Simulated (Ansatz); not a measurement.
# ZnSe: the cost of one run

Computed with Ansatz 0.2.0 (DFT PBE, scalar-relativistic, plane waves, PAW, unless a step's input says otherwise).

2 further runs of the same task are left out: 2 set aside as unsound or not needed.

## Step 1: The starting structure

Symmetry: F-43m, No. 216, cubic system. Conventional cell: a = 5.733 Å, b = 5.733 Å, c = 5.733 Å, α = 90.00°, β = 90.00°, γ = 90.00°. Around Zn (site symmetry -43m) lie 4 Se at 2.48 Å. Se (site symmetry -43m) has 4 Zn at 2.48 Å as nearest neighbours.

Structure file:

```
Zn Se
1.0
     0.00000    2.86630    2.86630
     2.86630    0.00000    2.86630
     2.86630    2.86630    0.00000
Zn Se
1 1
Cartesian
  0.0000 0.0000 0.0000
  4.2995 4.2995 4.2995
```

It is the result of an earlier relaxation at this level (volume 23.55 Å³/atom; gap on the mesh: 1.15 eV).

## Step 2: The cell under 12 GPa

What is minimised here is the enthalpy; the energy can go up as the cell is squeezed.

input.yaml reads:

```yaml
crystal:
  lattice:
    - [0.0, 2.8663043623, 2.8663043623]
    - [2.8663043623, 0.0, 2.8663043623]
    - [2.8663043623, 2.8663043623, 0.0]
  atoms:
    - { symbol: Zn, position: [0.0, 0.0, 0.0] }
    - { symbol: Se, position: [0.75, 0.75, 0.75] }
basis:
  ecutwfc: 420
kpoints:
  mp_grid: { grid: [8, 8, 8] }
hamiltonian:
  xc: pbe
scf:
  occupations: { method: fixed }
output:
  forces: true
  stress: true
  eigenvalues: true
  write_density: true
  write_potential: true
  elf: true
  volumetric_format: npy
relax:
  adjacent_minimum: "off"
  f_tol: 0.001
  max_steps: 60
  cell: { stress_tol: 0.02, p_target: 12.0 }
```

Command:

```console
$ ansatz run input.yaml --threads 1 --pin off --max-ram 3072MiB --backend cpu --events-out ev --progress --plain --runs-dir out
```

**Question.** How long does this run take on 1 thread of Arm Neoverse V1, shared host, and how much memory does it need?

About 14 s, with a peak of 0.34 GiB.
